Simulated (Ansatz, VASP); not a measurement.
## C in VASP and in Ansatz

INCAR

```
  AGGAC = 1.0
  AGGAX = 1.0
  ALDAC = 0.0
  ALDAX = 1.0
  ALGO = Normal
  EDIFF = 1E-6
  ENCUT = 520
  GGA = B5
  ISIF = 2
  ISMEAR = 1
  LASPH = True
  LCHARG = False
  LREAL = False
  LWAVE = False
  NBANDS = 11
  NELM = 80
  PREC = Accurate
  SIGMA = 0.05
```

Contents of KPOINTS:

```
k-points
0
Gamma
  13 13 8
```

File POSCAR:

```
C
1.0
    2.1273203100     -1.2282824400      0.0000000000
    2.1273203100      1.2282824400      0.0000000000
   -1.3790696300      0.0000000000      3.5028300800
C
2
Direct
    0.8333555300      0.8333555300      0.0000930400
    0.1666444700      0.1666444700      0.9999069600
```

Input for Ansatz:

```yaml
crystal:
  lattice:
    - [2.12732031, -1.22828244, 0.0]
    - [2.12732031, 1.22828244, 0.0]
    - [-1.37906963, 0.0, 3.50283008]
  atoms:
    - { symbol: C, position: [0.83335553, 0.8333555300000001, 9.304e-05] }
    - { symbol: C, position: [0.16664446999999996, 0.16664447, 0.99990696] }
kpoints:
  mp_grid:
    grid: [13, 13, 8]
hamiltonian:
  xc: blyp
scf:
  convergence:
    dr2_threshold: 1.0e-10
  occupations:
    method: cold
    width: 0.05
output:
  stress: true
```

This is a stacking variant of graphite.

Alike in both runs: task single point; functional BLYP; k mesh 13 × 13 × 8; no spin polarisation.

|  | VASP | Ansatz |
| --- | --- | --- |
| version | VASP 6.6.1 | Ansatz 0.2.0 |
| potentials or method | VASP PAW PBE potentials, release 64 (C) | plane waves, PAW |
| plane-wave cutoff (eV) | 520 | 420 |
| occupations | methfessel-paxton of order 1, width 0.05 eV | cold, width 0.05 eV |
| valence electrons in the cell | 8 | 8 |

```tsv
	VASP	Ansatz	Ansatz less VASP
pressure (GPa)	6.7	6.4	-0.32
largest component of the traceless stress (GPa)	3.16	2.71	-0.448
```

Caveats: the PAW data sets were made with another functional, which shifts forces and pressure a little (VASP); this functional lacks dispersion, which binds the layers, so the pressure and a relaxed spacing across them are unreliable.
